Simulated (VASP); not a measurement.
# PtS2 (P-3m1) in VASP: a series of runs

Aim: see how the results for PtS2 move with the level of theory and the settings. Levels: r2SCAN, SCAN. Tasks: band structure.

Program: VASP 6.6.1. These are calculated values, not measurements. Logs are shortened: lines on timing, memory, paths and dates and some standing lists are left out, and cuts for length are marked.

## 1. The crystal as given

The structure is trigonal, space group P-3m1 (No. 164). The conventional cell has a = 3.543 Å, b = 3.543 Å, c = 5.039 Å, α = 90.00°, β = 90.00°, γ = 120.00°. Pt (site symmetry -3m) has 6 S at 2.34 Å as nearest neighbours. S (site symmetry 3m) is surrounded by 3 Pt at 2.34 Å.

## 2. Band structure, r2SCAN, spin-orbit coupling, no magnetisation

INCAR

```
SYSTEM = PtS2
ALGO = Normal
EDIFF = 1E-7
ENCUT = 520
GGA_COMPAT = .False.
ISIF = 2
ISMEAR = -1
LASPH = .True.
LCHARG = .False.
LMAXMIX = 4
LMIXTAU = .True.
LORBIT = 11
LREAL = .False.
LSORBIT = .True.
LWAVE = .False.
MAGMOM = 0 0 0 0 0 0 0 0 0
METAGGA = R2SCAN
NBANDS = 35
NELM = 60
PREC = Accurate
SIGMA = 0.05
```

KPOINTS

```
k-points
0
Gamma
  7 7 4
  0 0 0
```

POSCAR

```
PtS2
1.0
    3.5432000000      0.0000000000      0.0000000000
   -1.7716000000      3.0685012107      0.0000000000
    0.0000000000      0.0000000000      5.0388000000
Pt S
1 2
Direct
    0.0000000000      0.0000000000      0.0000000000
    0.6666666667      0.3333333333      0.7730000000
    0.3333333333      0.6666666667      0.2270000000
```

KPOINTS_OPT

```
path GMKGALHA,LM,KH
15
line-mode
reciprocal
 0.0000000000  0.0000000000  0.0000000000  G
 0.5000000000  0.0000000000  0.0000000000  M

 0.5000000000  0.0000000000  0.0000000000  M
 0.3333333333  0.3333333333  0.0000000000  K

 0.3333333333  0.3333333333  0.0000000000  K
 0.0000000000  0.0000000000  0.0000000000  G

 0.0000000000  0.0000000000  0.0000000000  G
 0.0000000000  0.0000000000  0.5000000000  A

 0.0000000000  0.0000000000  0.5000000000  A
 0.5000000000  0.0000000000  0.5000000000  L

 0.5000000000  0.0000000000  0.5000000000  L
 0.3333333333  0.3333333333  0.5000000000  H

 0.3333333333  0.3333333333  0.5000000000  H
 0.0000000000  0.0000000000  0.5000000000  A

 0.5000000000  0.0000000000  0.5000000000  L
 0.5000000000  0.0000000000  0.0000000000  M

 0.3333333333  0.3333333333  0.0000000000  K
 0.3333333333  0.3333333333  0.5000000000  H
```

Potentials or basis: VASP PAW PBE potentials, release 64 (Pt, S).

Command:

```console
$ cat potpaw_PBE.64/Pt/POTCAR potpaw_PBE.64/S/POTCAR > POTCAR
$ mpirun -np 1 vasp_ncl > vasp.out
```

OUTCAR:

```text
SYSTEM = PtS2
   EDIFF = 1E-7
   ENCUT = 520
   ISIF = 2
   ISMEAR = -1
   LASPH = .True.
   LORBIT = 11
   LREAL = .False.
   LSORBIT = .True.
   METAGGA = R2SCAN
   NELM = 60
   PREC = Accurate

 ion  position               nearest neighbor table
   1  0.000  0.000  0.000-   2 2.34   3 2.34   2 2.34   3 2.34   2 2.34   3 2.34
   2  0.667  0.333  0.773-   1 2.34   1 2.34   1 2.34
   3  0.333  0.667  0.227-   1 2.34   1 2.34   1 2.34

  LATTYP: Found a hexagonal cell.
 ALAT       =     3.5432000000
 C/A-ratio  =     1.4221043125

  Lattice vectors:

 A1 = (   3.5432000000,   0.0000000000,   0.0000000000)
 A2 = (  -1.7716000000,   3.0685012107,   0.0000000000)
 A3 = (   0.0000000000,   0.0000000000,   5.0388000000)

Analysis of symmetry for initial positions (statically):
=====================================================================
 Subroutine PRICEL returns:
 Original cell was already a primitive cell.

 Routine SETGRP: Setting up the symmetry group for a
 hexagonal supercell.

 Subroutine GETGRP returns: Found 12 space group operations
 (whereof 12 operations were pure point group operations)
 out of a pool of 24 trial point group operations.

The static configuration has the point symmetry D_3d.

Analysis of symmetry for dynamics (positions and initial velocities):
=====================================================================
 Subroutine PRICEL returns:
 Original cell was already a primitive cell.

 Routine SETGRP: Setting up the symmetry group for a
 hexagonal supercell.

 Subroutine GETGRP returns: Found 12 space group operations
 (whereof 12 operations were pure point group operations)
 out of a pool of 24 trial point group operations.

The dynamic configuration has the point symmetry D_3d.

Analysis of structural, dynamic, and magnetic symmetry:
=====================================================================
 Subroutine PRICEL returns:
 Original cell was already a primitive cell.

 Routine SETGRP: Setting up the symmetry group for a
 hexagonal supercell.

 Subroutine GETGRP returns: Found 12 space group operations
 (whereof 12 operations were pure point group operations)
 out of a pool of 24 trial point group operations.

The overall configuration has the point symmetry D_3d.

 Subroutine INISYM returns: Found 12 space group operations
 (whereof 12 operations are pure point group operations),
 and found     1 'primitive' translations

----------------------------------------------------------------------------------------

                                     Primitive cell

  volume of cell :      54.7834

  direct lattice vectors                    reciprocal lattice vectors
     3.543200000  0.000000000  0.000000000     0.282230752  0.162946001  0.000000000
    -1.771600000  3.068501211  0.000000000     0.000000000  0.325892001  0.000000000
     0.000000000  0.000000000  5.038800000     0.000000000  0.000000000  0.198459951

  length of vectors
     3.543200000  3.543200000  5.038800000     0.325892001  0.325892001  0.198459951

  position of ions in fractional coordinates (direct lattice)
     0.000000000  0.000000000  0.000000000
     0.666666667  0.333333333  0.773000000
     0.333333333  0.666666667  0.227000000

  ion indices of the primitive-cell ions
   primitive index   ion index
                 1           1
                 2           2
                 3           3

----------------------------------------------------------------------------------------

 KPOINTS: k-points

Automatic generation of k-mesh.
 Grid dimensions read from file:
 generate k-points for:    7    7    4

 Generating k-lattice:

  Cartesian coordinates                     Fractional coordinates (reciprocal lattice)
     0.040318679  0.023278000  0.000000000     0.142857143  0.000000000  0.000000000
     0.000000000  0.046556000  0.000000000     0.000000000  0.142857143  0.000000000
     0.000000000  0.000000000  0.049614988     0.000000000  0.000000000  0.250000000

  Length of vectors
     0.046556000  0.046556000  0.049614988

  Shift w.r.t. Gamma in fractional coordinates (k-lattice)
     0.000000000  0.000000000  0.000000000

 Subroutine IBZKPT returns following result:
 ===========================================

 Found     28 irreducible k-points:

[... 43 lines left out ...]
   ENCUT  =  520.0 eV  38.22 Ry    6.18 a.u.   6.59  6.59  9.37*2*pi/ulx,y,z
   NELM   =     60;   NELMIN=  2; NELMDL= -5     # of ELM steps
   EDIFF  = 0.1E-06   stopping-criterion for ELM
   LREAL  =      F    real-space projection
   EDIFFG = 0.1E-05   stopping-criterion for IOM
   NSW    =      0    number of steps for IOM
   IBRION =     -1    ionic relax: 0-MD 1-quasi-New 2-CG
   NFREE  =      0    steps in history (QN), initial steepest desc. (CG)
   ISIF   =      2    stress and relaxation
   ISYM   =      2    0-nonsym 1-usesym 2-fastsym
   POTIM  = 0.5000    time-step for ionic-motion
   TEBEG  =    0.0;   TEEND  =   0.0 temperature during run
   PSTRESS=    0.0 pullay stress
   NELECT =      22.0000    total number of electrons
   NUPDOWN=      -1.0000    fix difference up-down
   EMIN   =  10.00;   EMAX   =-10.00  energy-range for DOS
   EFERMI =   0.00;   METHOD = LEGACY
   ISMEAR =    -1;   SIGMA  =   0.05  broadening in eV -4-tet -1-fermi 0-gaus
   EFERMI_NEDOS =   21; number of points for ismear=-14 and -15
   IALGO  =     38    algorithm
   IMIX   =      4    mixing-type and parameters
     AMIX     =   0.40;   BMIX     =  1.00
     AMIX_MAG =   1.60;   BMIX_MAG =  1.00
  volume/ion in A,a.u.               =      18.26       123.23
  Fermi-wavevector in a.u.,A,eV,Ry     =   1.207812  2.282434 19.848315  1.458810
  Thomas-Fermi vector in A             =   2.343439
   LORBIT       =     11    0 simple, 1 ext, 2 COOP (PROOUT), +10 PAW based schemes
   METAGGA = R2SCAN    functional components
   LHFCALC =     F    Hartree Fock is set to
   AEXX    =    0.0000 exact exchange contribution
   IVDW    =     0    specifies the selected vdW correction
   LEPSILON=     F    determine dielectric tensor
   LRPA    =     F    only Hartree local field effects (RPA)
  energy-cutoff  :      520.00
  volume of cell :       54.78
 maximum number of plane-waves:      3014
 NGX is ok and might be reduce to    28
   NGX = 13   NGY = 13   NGZ = 19

 number of electron      22.0000001 magnetization      -0.0000000     -0.0000000     -0.0000000

 number of electron      22.0000001 magnetization      -0.0000000     -0.0000000      0.0000000

 number of electron      22.0000001 magnetization       0.0000000      0.0000000      0.0000000

 number of electron      22.0000001 magnetization       0.0000000      0.0000000     -0.0000000

 Free energy of the ion-electron system (eV)
  ---------------------------------------------------
  ext. energy  EPLUGINS =         0.00000000
  ---------------------------------------------------
  free energy    TOTEN  =       -69.10617875 eV

  energy without entropy =      -69.10617555  energy(sigma->0) =      -69.10617715

 E-fermi :   7.0175     XC(G=0): -11.2799

 val. band max:        6.4779811463   @ k =   0.1429   0.0000   0.0000
 cond. band min:       7.5204152864   @ k =   0.0000   0.2857   0.2500
 fundamental gap:      1.0424341402
 Fermi energy:         7.0174745728

 k-point     1 :       0.0000    0.0000    0.0000
  band No.  band energies     occupation
      1      -9.6976      1.00000
      2      -9.6976      1.00000
      3      -6.3354      1.00000
      4      -6.3354      1.00000
      5      -1.0619      1.00000
      6      -1.0619      1.00000
[... 877 lines left out ...]
     33      17.3803      0.00000
     34      17.3835      0.00000

 [... further k-points ...]

 [bands above 34 left out]

------------------------ aborting loop because EDIFF is reached ----------------------------------------

  FORCE on cell =-STRESS in cart. coord.  units (eV):
  Direction    XX          YY          ZZ          XY          YZ          ZX
  --------------------------------------------------------------------------------------
  -------------------------------------------------------------------------------------
  Total        3.1565099      3.1565099      3.2912247      0.0000000     -0.0000000     -0.0000000
  in kB       92.3142304     92.3142304     96.2540543      0.0000000     -0.0000000     -0.0000000
  external PRESSURE =      93.6275050 kB  Pullay stress =       0.0000000 kB

 VOLUME and BASIS-vectors are now :
 -----------------------------------------------------------------------------
  energy-cutoff  :      520.00
  volume of cell :       54.78
      direct lattice vectors                 reciprocal lattice vectors
     3.543200000  0.000000000  0.000000000     0.282230752  0.162946001  0.000000000
    -1.771600000  3.068501211  0.000000000     0.000000000  0.325892001  0.000000000
     0.000000000  0.000000000  5.038800000     0.000000000  0.000000000  0.198459951

 POSITION                                       TOTAL-FORCE (eV/Angst)
 -----------------------------------------------------------------------------------
      0.00000      0.00000      0.00000         0.000000      0.000000      0.000000
      1.77160      1.02283      3.89499         0.000000      0.000000     -1.238428
     -0.00000      2.04567      1.14381        -0.000000      0.000000      1.238428
 -----------------------------------------------------------------------------------
    total drift:                                0.000000     -0.000000     -0.000000

  FREE ENERGIE OF THE ION-ELECTRON SYSTEM (eV)
  ---------------------------------------------------
  free  energy   TOTEN  =       -69.1061787476 eV

  energy  without entropy=      -69.1061755451  energy(sigma->0) =      -69.10617715

 Spin-Orbit-Coupling matrix elements

 Ion:    1  E_soc:     -0.7353060
 l=   1
     0.0000000    -0.0354924    -0.0378336
    -0.0354924     0.0000000    -0.0354924
    -0.0378336    -0.0354924     0.0000000
 l=   2
     0.0000000    -0.0192413     0.0000000    -0.0192413    -0.0658591
    -0.0192413     0.0000000    -0.0463313    -0.0233478    -0.0192413
     0.0000000    -0.0463313     0.0000000    -0.0463313     0.0000000
    -0.0192413    -0.0233478    -0.0463313     0.0000000    -0.0192413
    -0.0658591    -0.0192413     0.0000000    -0.0192413     0.0000000
 l=   3
     0.0000000     0.0000000     0.0000000     0.0000000     0.0000000     0.0000000     0.0000000
     0.0000000     0.0000000     0.0000000     0.0000000     0.0000000     0.0000000     0.0000000
     0.0000000     0.0000000     0.0000000     0.0000000     0.0000000     0.0000000     0.0000000
     0.0000000     0.0000000     0.0000000     0.0000000     0.0000000     0.0000000     0.0000000
[... 29 lines left out ...]
 l=   2
     0.0000000     0.0000000     0.0000000     0.0000000     0.0000000
     0.0000000     0.0000000     0.0000000     0.0000000     0.0000000
     0.0000000     0.0000000     0.0000000     0.0000000     0.0000000
     0.0000000     0.0000000     0.0000000     0.0000000     0.0000000
     0.0000000     0.0000000     0.0000000     0.0000000     0.0000000
 l=   3
     0.0000000     0.0000000     0.0000000     0.0000000     0.0000000     0.0000000     0.0000000
     0.0000000     0.0000000     0.0000000     0.0000000     0.0000000     0.0000000     0.0000000
     0.0000000     0.0000000     0.0000000     0.0000000     0.0000000     0.0000000     0.0000000
     0.0000000     0.0000000     0.0000000     0.0000000     0.0000000     0.0000000     0.0000000
     0.0000000     0.0000000     0.0000000     0.0000000     0.0000000     0.0000000     0.0000000
     0.0000000     0.0000000     0.0000000     0.0000000     0.0000000     0.0000000     0.0000000
     0.0000000     0.0000000     0.0000000     0.0000000     0.0000000     0.0000000     0.0000000

 total charge

# of ion       s       p       d       tot
------------------------------------------
    1        0.724   0.883   7.991   9.598
    2        1.350   2.331   0.000   3.681
    3        1.350   2.331   0.000   3.681
--------------------------------------------------
tot          3.424   5.545   7.991  16.960

 magnetization (x)

# of ion       s       p       d       tot
------------------------------------------
    1        0.000  -0.000   0.000   0.000
    2        0.000   0.000   0.000   0.000
    3        0.000   0.000   0.000   0.000
--------------------------------------------------
tot          0.000   0.000   0.000   0.000

 magnetization (y)

# of ion       s       p       d       tot
------------------------------------------
    1        0.000  -0.000   0.000  -0.000
    2        0.000  -0.000   0.000  -0.000
    3        0.000   0.000   0.000   0.000
--------------------------------------------------
tot          0.000  -0.000   0.000   0.000

 magnetization (z)

# of ion       s       p       d       tot
------------------------------------------
    1        0.000   0.000   0.000   0.000
    2        0.000   0.000   0.000   0.000
    3        0.000   0.000   0.000   0.000
--------------------------------------------------
tot          0.000   0.000   0.000   0.000
```

Run time: 18 min. Hardware: 1 thread of Intel Xeon 6975P-C (Granite Rapids), shared host; peak memory 0.44 GiB.

Results:

- Free energy: -69.1062 eV
- Pressure: 9.4 GPa
- Largest force: 1.238 eV/Å
- Valence electrons inside the program's atomic spheres: Pt 9.60; S 3.68

Forces in eV/Å, atoms in the order of the input:
```
Pt   0.000  0.000  0.000
S    0.000  0.000 -1.238
S    0.000  0.000  1.238
```

Stress tensor (GPa, compression positive):
```
9.23 0.00 0.00
0.00 9.23 0.00
0.00 0.00 9.63
```

Caveat: the PAW data sets were made with another functional, which shifts forces and pressure a little.

(Part 1 of 2 ends here.)
